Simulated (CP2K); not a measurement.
Runs of CP2K 2026.2 on AlO. The structure is cubic, space group Pm-3m (No. 221). The conventional cell has a = 2.769 Å, b = 2.769 Å, c = 2.769 Å, α = 90.00°, β = 90.00°, γ = 90.00°. Around Al (site symmetry m-3m) lie 8 O at 2.40 Å. O (site symmetry m-3m) has 8 Al at 2.40 Å as nearest neighbours. The cell was built by a generator and needn't be a form met in nature.

```tsv
level	potentials or basis	smearing	EPS_DEFAULT	NGRIDS	points a segment of the path (NPOINTS)	bands added on the path	CUTOFF of the grids	gap on the mesh (eV)	pressure (GPa)
PBE	POTENTIAL_UZH Al GTH-PBE-q3, O GTH-PBE-q6; TZVP-MOLOPT-PBE-GTH basis	fermi-dirac 0.0259 eV	1.0E-9	5	8	2	600 Ry	none	0.1
LDA	GTH_POTENTIALS Al GTH-PADE-q3, O GTH-PADE-q6; TZVP-MOLOPT-PBE-GTH basis	fermi-dirac 0.05 eV	1.0E-9	5	8	4	600 Ry	none	-7.7
PBEsol	POTENTIAL_UZH Al GTH-PBE-q3, O GTH-PBE-q6; TZVP-MOLOPT-PBE-GTH basis	fermi-dirac 0.1 eV	1.0E-10	4	10	2	600 Ry	none	(a)
r2SCAN	POTENTIAL_UZH Al GTH-SCAN-q3, O GTH-SCAN-q6; TZVP-MOLOPT-SCAN-GTH basis	fermi-dirac 0.1 eV	1.0E-9	4	8	6	850 Ry	none	-2.3
```

Alike in all rows: task band structure; no spin polarisation; cell as given; k mesh 10 × 10 × 10.

Estimate the missing entries.

(a) -2.2.

Caveats: the basis of atomic orbitals isn't converged, which shifts pressures, moduli and gaps; an odd number of electrons without spin polarisation forces a metal; a magnetic or distorted state may lie lower; the potentials were made for another functional, which shifts forces and pressure (some runs).

A gap of «none» marks a metal or a gap under the smearing width.
